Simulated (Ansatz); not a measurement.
Ansatz input file:

```yaml
crystal:
  lattice:
    - [4.788004, 0.0, 0.0]
    - [0.0, 4.866582, 0.0]
    - [0.0, 0.0, 3.240898]
  atoms:
    - { symbol: Sn, position: [0.5, 0.5, 0.5] }
    - { symbol: Sn, position: [0.0, 0.0, 0.0] }
    - { symbol: O, position: [0.291855, 0.321042, 0.0] }
    - { symbol: O, position: [0.791855, 0.178958, 0.5] }
    - { symbol: O, position: [0.208145, 0.821042, 0.5] }
    - { symbol: O, position: [0.708145, 0.678958, 0.0] }
basis:
  ecutwfc: 500
kpoints:
  mp_grid: { grid: [6, 6, 8] }
hamiltonian:
  xc: r2scan
scf:
  occupations: { method: gaussian, width: 0.02 }
output:
  forces: true
  stress: true
  eigenvalues: true
  write_density: true
  write_potential: true
  elf: true
  volumetric_format: npy
relax:
  adjacent_minimum: "off"
  f_tol: 0.01
  max_steps: 40
```

Command:
```bash
ansatz run input.yaml --threads 1 --pin off --max-ram 2560MiB --backend cpu --events-out ev --progress --plain --runs-dir out
```

These are results of Ansatz 0.2.0, DFT r2SCAN, scalar-relativistic, plane waves, PAW, not measurements.

Part of what the program printed, abridged:

```
Warning: output.stress: scf.convergence.dr2_threshold = 1e-7 eV (the SCF's general default) is looser than the 6e-10 eV advised for a printed stress (1e-10 eV for each atom of the cell: 6). ...
Pseudopotentials: kind: paw
Pseudopotential: Sn, paw, valence charge 14, recommended cutoff 500 eV (meta_gga)
Pseudopotential: O, paw, valence charge 6, recommended cutoff 500 eV (meta_gga)
Functional definition: r2SCAN
Crystal: 6 atoms, lattice volume = 75.517 Å³
Basis set: ecut = 500 eV, 1931 PW (Γ), exchange–correlation on 144×144×96 points (64 copies of the dense FFT grid, shifted against one another)
Bands: 32, of which v1, the nominal top of the filled ones, is band 26 counted from 1 (25 counted from 0)
Symmetry: 8 space group operations
Space group: Pnnm (ITA 58), of the structure as read, at distance tolerance 4.2e-5 Å
k-points: 80 of 288
Initial density: superposition of atomic densities (neutral atoms: chi_scale 0, normalization atom), corrected by the library's trained network
Initial wavefunctions: pseudopotential atomic-orbital guess
Functional: x = r2scan, c = r2scan; τ floored in thin density (d = 2e-4 eV/Å³)
SCF iter   1: F=—  HF=-14352.238898 eV  |F-HF|=—  |Δ(HF+E_count)|=         —  Δρ=1.03e-2  dr2=6.00e-2  dr2_τ=2.38e-1  ethr=1.77e-3  ⟨swp⟩=6.3  Hψ=11246  notcnv=0  defer=1
SCF iter   2: F=—  HF=-14352.330757 eV  |F-HF|=—  |Δ(HF+E_count)|=   9.19e-2  Δρ=6.06e-3  dr2=1.54e-2  dr2_τ=1.09e-3  ethr=1.15e-4  ⟨swp⟩=2.6  Hψ=4896  notcnv=0  defer=146
SCF iter   3: F=—  HF=-14352.329572 eV  |F-HF|=—  |Δ(HF+E_count)|=   1.18e-3  Δρ=1.01e-3  dr2=8.08e-4  dr2_τ=1.42e-4  ethr=2.95e-5  ⟨swp⟩=2.0  Hψ=2748  notcnv=0  defer=146
SCF iter   4: F=—  HF=-14352.329589 eV  |F-HF|=—  |Δ(HF+E_count)|=   1.69e-5  Δρ=3.34e-4  dr2=6.44e-5  dr2_τ=5.92e-6  ethr=1.55e-6  ⟨swp⟩=2.2  Hψ=3625  notcnv=0  defer=146
SCF iter   5: F=—  HF=-14352.329595 eV  |F-HF|=—  |Δ(HF+E_count)|=   6.38e-6  Δρ=1.07e-4  dr2=1.16e-5  dr2_τ=5.81e-7  ethr=1.24e-7  ⟨swp⟩=2.0  Hψ=3576  notcnv=0  defer=146
SCF iter   6: F=-14352.329592 eV  HF=-14352.329593 eV  |F-HF|=1.53e-6  |Δ(HF+E_count)|=   2.08e-6  Δρ=5.20e-5  dr2=2.32e-6  dr2_τ=6.82e-8  ethr=4.81e-9  ⟨swp⟩=14.9  Hψ=24347  notcnv=0
SCF 1 converged in 6 iterations: F = -14352.329592 eV  dr2 = 2.32e-6
relax step   1: F+E_penalty+E_count = -14352.32959172 eV  Δ(F+E_penalty+E_count) = +0.000e0 eV  max|allowed force component| = 1.257e-1 eV/Å  Δτ_max = 0.0000 Å  (6 SCF iters, dr2 threshold 2.50e-6 eV, accepted)
Initial density: handed on by an earlier stage of this run
Initial wavefunctions: those handed on with the density
SCF iter   1: F=—  HF=-14352.333722 eV  |F-HF|=—  |Δ(HF+E_count)|=         —  Δρ=7.00e-3  dr2=8.15e-3  dr2_τ=2.12e-1  ethr=1.57e-5  ⟨swp⟩=2.0  Hψ=9133  notcnv=0  defer=146
SCF iter   2: F=—  HF=-14352.342766 eV  |F-HF|=—  |Δ(HF+E_count)|=   9.04e-3  Δρ=3.44e-3  dr2=2.53e-3  dr2_τ=2.59e-4  ethr=1.57e-5  ⟨swp⟩=2.0  Hψ=4448  notcnv=0  defer=146
SCF iter   3: F=—  HF=-14352.343133 eV  |F-HF|=—  |Δ(HF+E_count)|=   3.67e-4  Δρ=7.73e-4  dr2=2.31e-4  dr2_τ=5.18e-5  ethr=4.87e-6  ⟨swp⟩=2.0  Hψ=3678  notcnv=0  defer=146
SCF iter   4: F=—  HF=-14352.343226 eV  |F-HF|=—  |Δ(HF+E_count)|=   9.36e-5  Δρ=2.76e-4  dr2=2.54e-5  dr2_τ=4.99e-6  ethr=4.45e-7  ⟨swp⟩=2.0  Hψ=3578  notcnv=0  defer=146
SCF iter   5: F=—  HF=-14352.343249 eV  |F-HF|=—  |Δ(HF+E_count)|=   2.25e-5  Δρ=1.60e-4  dr2=7.67e-6  dr2_τ=1.03e-6  ethr=4.89e-8  ⟨swp⟩=2.0  Hψ=3259  notcnv=0  defer=146
SCF iter   6: F=-14352.343259 eV  HF=-14352.343259 eV  |F-HF|=7.35e-8  |Δ(HF+E_count)|=   1.06e-5  Δρ=2.97e-5  dr2=2.31e-7  dr2_τ=2.67e-8  ethr=1.90e-9  ⟨swp⟩=13.9  Hψ=20365  notcnv=0
SCF 2 converged in 6 iterations: F = -14352.343259 eV  dr2 = 2.31e-7
relax step   2: F+E_penalty+E_count = -14352.34325940 eV  Δ(F+E_penalty+E_count) = -1.367e-2 eV  max|allowed force component| = 5.423e-2 eV/Å  Δτ_max = 0.0357 Å  (6 SCF iters, dr2 threshold 9.88e-7 eV, accepted)
SCF iter   1: F=—  HF=-14352.334528 eV  |F-HF|=—  |Δ(HF+E_count)|=         —  Δρ=1.00e-2  dr2=1.69e-2  dr2_τ=4.32e-1  ethr=3.21e-4  ⟨swp⟩=4.0  Hψ=6424  notcnv=0  defer=146
SCF iter   2: F=—  HF=-14352.349612 eV  |F-HF|=—  |Δ(HF+E_count)|=   1.51e-2  Δρ=4.86e-3  dr2=5.06e-3  dr2_τ=5.27e-4  ethr=3.24e-5  ⟨swp⟩=2.8  Hψ=4934  notcnv=0  defer=146
SCF iter   3: F=—  HF=-14352.350401 eV  |F-HF|=—  |Δ(HF+E_count)|=   7.89e-4  Δρ=1.11e-3  dr2=4.70e-4  dr2_τ=9.70e-5  ethr=9.73e-6  ⟨swp⟩=2.9  Hψ=3935  notcnv=0  defer=146
SCF iter   4: F=—  HF=-14352.350585 eV  |F-HF|=—  |Δ(HF+E_count)|=   1.84e-4  Δρ=4.00e-4  dr2=5.47e-5  dr2_τ=1.08e-5  ethr=9.04e-7  ⟨swp⟩=2.0  Hψ=3601  notcnv=0  defer=146
SCF iter   5: F=—  HF=-14352.350634 eV  |F-HF|=—  |Δ(HF+E_count)|=   4.91e-5  Δρ=2.35e-4  dr2=1.69e-5  dr2_τ=2.28e-6  ethr=1.05e-7  ⟨swp⟩=2.0  Hψ=3231  notcnv=0  defer=146
SCF iter   6: F=—  HF=-14352.350656 eV  |F-HF|=—  |Δ(HF+E_count)|=   2.23e-5  Δρ=4.54e-5  dr2=5.23e-7  dr2_τ=6.47e-8  ethr=3.24e-8  ⟨swp⟩=2.0  Hψ=3694  notcnv=0  defer=146
SCF iter   7: F=-14352.350657 eV  HF=-14352.350657 eV  |F-HF|=8.91e-9  |Δ(HF+E_count)|=   2.52e-7  Δρ=1.48e-5  dr2=6.65e-8  dr2_τ=8.38e-9  ethr=3.54e-10  ⟨swp⟩=15.2  Hψ=18595  notcnv=0
SCF 3 converged in 7 iterations: F = -14352.350657 eV  dr2 = 6.65e-8
relax step   3: F+E_penalty+E_count = -14352.35065676 eV  Δ(F+E_penalty+E_count) = -7.397e-3 eV  max|allowed force component| = 5.726e-3 eV/Å  Δτ_max = 0.0511 Å  (7 SCF iters, dr2 threshold 1.84e-7 eV, accepted)
SCF iter   1: F=—  HF=-14352.350657 eV  |F-HF|=—  |Δ(HF+E_count)|=         —  Δρ=1.48e-5  dr2=6.65e-8  dr2_τ=8.38e-9  ethr=1.28e-10  ⟨swp⟩=1.0  Hψ=7040  notcnv=0
SCF iter   2: F=-14352.350657 eV  HF=-14352.350657 eV  |F-HF|=4.20e-9  |Δ(HF+E_count)|=   1.75e-8  Δρ=7.30e-6  dr2=1.55e-8  dr2_τ=1.72e-9  ethr=1.28e-10  ⟨swp⟩=8.1  Hψ=15042  notcnv=0
SCF 4 converged in 2 iterations: F = -14352.350657 eV  dr2 = 1.55e-8
relax step   4: F+E_penalty+E_count = -14352.35065677 eV  Δ(F+E_penalty+E_count) = -1.279e-8 eV  max|allowed force component| = 5.732e-3 eV/Å  Δτ_max = 0.0000 Å  (2 SCF iters, accepted)
SCF iter   1: F=—  HF=-14352.350657 eV  |F-HF|=—  |Δ(HF+E_count)|=         —  Δρ=7.30e-6  dr2=1.55e-8  dr2_τ=1.72e-9  ethr=2.99e-11  ⟨swp⟩=1.0  Hψ=10042  notcnv=0
SCF iter   2: F=-14352.350657 eV  HF=-14352.350657 eV  |F-HF|=2.65e-9  |Δ(HF+E_count)|=   3.58e-9  Δρ=3.73e-6  dr2=4.11e-9  dr2_τ=4.93e-10  ethr=2.99e-11  ⟨swp⟩=7.7  Hψ=13491  notcnv=0
SCF 5 converged in 2 iterations: F = -14352.350657 eV  dr2 = 4.11e-9
SCF converged after 2 iterations
Free energy (F): -14352.350657 eV
Harris-Foulkes:  -14352.350657 eV  (|F-HF|=2.65e-9)
Internal energy: -14352.350657 eV  (E = F + TS)
E sigma→0 (E₀):  -14352.350657 eV
Fermi energy:    8.949089 eV
--- Per-component energies (eV) ---
  E_band       = -195.099619
  E_kinetic    = 1080.251124
  E_local      = -2966.351128  (includes V_loc(G=0)·N_el)
  E_nonlocal   = 130.776873
  E_hartree    = 1528.546136
  E_xc         = -1034.399104
  E_vxc        = -620.836624  (∫ρ·V_xc dr)
  E_paw        = -8984.740253  (= ΣΔE_a)
  E_vpaw       = -915.382866  (= ΣTr[D̂ρ^β])
  E_aug_tail   = 0.004030  (compensation charges beyond the density's cutoff)
  E_vtau       = 39.346541  (kinetic-family band-sum trace: ∫τ·v_τ [+ j·A + Jᵃ·Aᵃ] dr)
  E_ewald      = -4107.781211
  E_core_change = 1.342876  (= ΣΔE_core)
  E_smearing   =  0.000000  (= −TS)
--- Forces (eV/Å), atoms counted from 1 ---
  atom   1  Sn     0.00000000     0.00000000     0.00000000
  atom   2  Sn     0.00000000     0.00000000     0.00000000
  atom   3  O      0.00574537    -0.00012527     0.00000000
  atom   4  O      0.00574537     0.00012527     0.00000000
  atom   5  O     -0.00574537    -0.00012527     0.00000000
  atom   6  O     -0.00574537     0.00012527     0.00000000
--- Stress (GPa, compression-positive) ---
       -6.428254       0.000000       0.000000
        0.000000      -7.809346       0.000000
        0.000000       0.000000      -8.936133
  P = ⅓ Tr σ = -7.7246 GPa (-77.246 kbar)
--- Band table (eV; the first three rows and the last of 80) ---
  k-point 0: bands = ["-13.3964", "-12.6220", "-12.3915", "-12.3725", "-12.3725", "-12.3067", "-12.2711", "-12.2024", "-12.1665", "-12.1640", "-11.2042", "-9.6218", "-9.5780", "-7.9223", "0.4137", "4.4146", "4.4417", "4.5207", "5.3371", "6.3512", "6.3528", "7.0581", "7.0996", "7.5251", "7.5965", "8.2876", "9.6106", "14.6917", "15.0747", "15.1678", "19.2440", "19.4234"]
  k-point 1: bands = ["-13.3263", "-12.5418", "-12.5224", "-12.5219", "-12.3681", "-12.3203", "-12.2661", "-12.2026", "-12.1828", "-12.1814", "-11.1310", "-9.3844", "-9.3446", "-8.0353", "0.4199", "4.3896", "4.5529", "4.5759", "5.3713", "5.4373", "6.2412", "6.5228", "6.5625", "7.5555", "7.6176", "8.1676", "10.5809", "14.9927", "15.7098", "15.8066", "18.2978", "20.3298"]
  k-point 2: bands = ["-13.1403", "-12.8250", "-12.8235", "-12.4189", "-12.3176", "-12.3061", "-12.2529", "-12.2140", "-12.2134", "-12.2044", "-10.8715", "-8.8695", "-8.8385", "-8.3820", "0.4810", "3.8113", "4.2059", "4.8830", "4.8923", "5.5801", "5.5814", "5.7283", "5.8052", "7.4586", "7.5111", "7.8247", "12.2120", "15.4312", "17.1349", "17.2340", "17.6561", "20.5137"]
  k-point 79: bands = ["-13.1736", "-13.1736", "-12.6891", "-12.6891", "-12.2567", "-12.2567", "-12.2161", "-12.2161", "-12.1732", "-12.1732", "-9.5269", "-9.5269", "-8.2611", "-8.2611", "0.6340", "0.6340", "3.5153", "3.5153", "5.8455", "5.8455", "5.9177", "5.9177", "7.3696", "7.3696", "7.4887", "7.4887", "13.4213", "13.4213", "17.6755", "17.6755", "19.8078", "19.8078"]
--- Relaxed structure (4 steps of the walk, 4 accepted, 0 SCFs on fresh bases) ---
  F+E_penalty+E_count = -14352.35065677 eV   max|allowed force component| = 5.732e-3 eV/Å
  atoms:
    - { symbol: Sn, position: [0.5, 0.5, 0.5] }
    - { symbol: Sn, position: [0.0, 0.0, 0.0] }
    - { symbol: O, position: [0.30498690, 0.30872711, 0.0] }
    - { symbol: O, position: [0.80498690, 0.19127288, 0.5] }
    - { symbol: O, position: [0.19501309, 0.80872711, 0.5] }
    - { symbol: O, position: [0.69501309, 0.69127288, 0.0] }
```

The relaxation met its thresholds.

The run took 68 s on 1 thread of Intel(R) Xeon(R) 6975P-C (Granite Rapids), with other jobs on the host, peak memory 0.71 GiB.